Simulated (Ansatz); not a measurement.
Ribbons are cut from the relaxed Ge monolayer (P-3m1, bond 2.43 Å, gap on the mesh 0.00 eV); N counts dimer lines (armchair) or zigzag chains, and the edge energy is per length, the mean of both edges over the sheet.

These are results of Ansatz 0.2.0, DFT PBE, scalar-relativistic, plane waves, PAW, not measurements.

Cutoff 420 eV, Gaussian smearing of 0.05 eV, energies at zero smearing, symmetry of each start kept, collinear spin where a moment is listed.

| start | atoms | k mesh | edge energy (eV/Å) | period (Å) | gap on the mesh (eV) | size of the moment (μB per cell) | highest filled level or Fermi level under vacuum (eV) |
| --- | --- | --- | --- | --- | --- | --- | --- |
| zigzag, N = 4, edge spins started opposed | 8 | 1×1×22 | 0.237 | 4.029 | 0.30 | 0.00 | - |
| zigzag, N = 4, edge spins started parallel | 8 | 1×1×22 | 0.240 | 4.032 | 0 | 0.74 | 4.54 |
| armchair, N = 6 | 12 | 1×1×8 | 0.240 | 6.929 | 0.20 | - | - |

A dash: not computed, or not clear enough to read.

Gaps under about 0.2 eV rest on few k points and may close between them. Edges run without spin may have a lower magnetic state.

Cost: 3 runs of about 88 core-minutes in all, on Intel Xeon Platinum 8259CL (Skylake/Cascade Lake) (shared hosts).